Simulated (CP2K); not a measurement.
Runs of CP2K 2026.2 on Hf. The structure is hexagonal, space group P6_3/mmc (No. 194). The conventional cell has a = 3.197 Å, b = 3.197 Å, c = 5.058 Å, α = 90.00°, β = 90.00°, γ = 120.00°. Around Hf (site symmetry -6m2) lie 12 Hf at 3.13 to 3.20 Å. 

```tsv
level	cutoff of the non-local correlation (Ry)	gap on the mesh (eV)	pressure (GPa)
OLYP	-	none	(a)
rev-vdW-DF2	300	none	-1.1
SCAN	-	none	1.0
PBEsol	-	none	(b)
AM05	-	none	-2.6
LDA	-	none	-5.6
```

Alike in all rows: task band structure; potentials or basis POTENTIAL_UZH Hf GTH-PBE-q12; TZVP-MOLOPT-PBE-GTH basis; no spin polarisation; cell as given; k mesh 10 × 10 × 5; smearing fermi-dirac 0.05 eV.

**Question.** Estimate the missing entries.

**Answer.** (a) -0.1; (b) -2.9.

Caveats: the potentials were made for another functional, which shifts forces and pressure; spin-orbit coupling is left out, which moves the levels of the heavy elements; the basis of atomic orbitals isn't converged, which shifts pressures, moduli and gaps.

A k mesh can miss the band edges, and the runs leave out spin-orbit coupling on Hf.

A gap of «none» marks a metal or a gap under the smearing width.

Runs at the PBE level aren't shown here.
